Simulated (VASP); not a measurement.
Here is a VASP 6.6.1 calculation.

File INCAR:

```
PREC = Accurate
ENCUT = 520
EDIFF = 1E-6
ISMEAR = -1
SIGMA = 0.05
LREAL = False
LASPH = True
NELM = 60
ALGO = Normal
ISIF = 2
LWAVE = False
LCHARG = True
GGA = RE
LELF = True
LVHAR = True
NBANDS = 16
```

Contents of KPOINTS:

```
Automatic mesh
0
Gamma
  7 7 7
```

File POSCAR:

```
CdTe
1.0
    0.0000000000      3.3460072472      3.3460072472
    3.3460072472      0.0000000000      3.3460072472
    3.3460072472      3.3460072472      0.0000000000
Te Cd
1 1
Direct
    0.7500000000      0.7500000000      0.7500000000
    0.0000000000      0.0000000000      0.0000000000
```

Potentials or basis: VASP PAW PBE potentials, release 64 (Te, Cd).

Run with:

```console
$ cat potpaw_PBE.64/Te/POTCAR potpaw_PBE.64/Cd/POTCAR > POTCAR
$ mpirun -np 1 vasp_std > vasp.out
```

Question: What does it give for the pressure?

Answer: 0.1 GPa.

Question: Estimate the band gap on the k mesh.

Answer: 0.60 eV, direct.

Caveat: the PAW data sets were made with another functional, which shifts forces and pressure a little; spin-orbit coupling is left out, which moves the levels of the heavy elements.

**What was measured.**

A printed reference work, data compilation reports, for a bulk crystal of CdTe at 0 K: band gap 1.607 eV.

A measured gap of CdTe is 1.607 eV (0 K; a printed reference work, data compilation); the calculated 0.60 eV misses it by -1.01 eV. So large a miss can be the level of theory's own, or it may mean another phase, state or a wrong row. Spin-orbit coupling on Cd, Te is left out. The value is that of revPBE, without temperature or zero-point motion. Semilocal functionals fall short of measured gaps as a rule.
